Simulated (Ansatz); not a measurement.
The system is CoO.

```
Co O
1.0
     1.60222    0.92504    2.56647
    -1.60222    0.92504    2.56647
     0.00000   -1.85008    2.56647
Co O
1 1
Direct
  0.99898 0.99898 0.99898
  0.75102 0.75102 0.75102
```

Measurements of this composition are mostly on another form, of space group No. 225.

Base run:

* Program: Ansatz 0.2.0
* Functional: PBEsol
* Potentials or basis: all-electron LAPW, scalar-relativistic
* Cutoff: 455 eV
* Density cutoff: 1822 eV
* Basis error allowed: 0.001 eV/atom
* k mesh: 10 × 10 × 10
* Occupations: fermi-dirac, width 0.05 eV
* Spin: collinear spin, ferromagnetic start
* Starting moments: [2.0, 0.0] μB

Its results: pressure -7.9 GPa; net moment 2.78 μB per cell; site moments Co +2.36; O +0.32 μB; largest force 0.215 eV/Å.

Task: The run is repeated on the same cell with these changes: potentials or basis from all-electron LAPW, scalar-relativistic to all-electron LAPW, non-relativistic. What comes out?

Result: Pressure -6.5 GPa; net moment 2.76 μB per cell; site moments Co +2.34; O +0.33 μB; largest force 0.232 eV/Å.

Caveats: a cell with one magnetic atom can't hold antiferromagnetic order, which such compounds often take.

Not every run made on this cell is shown here.
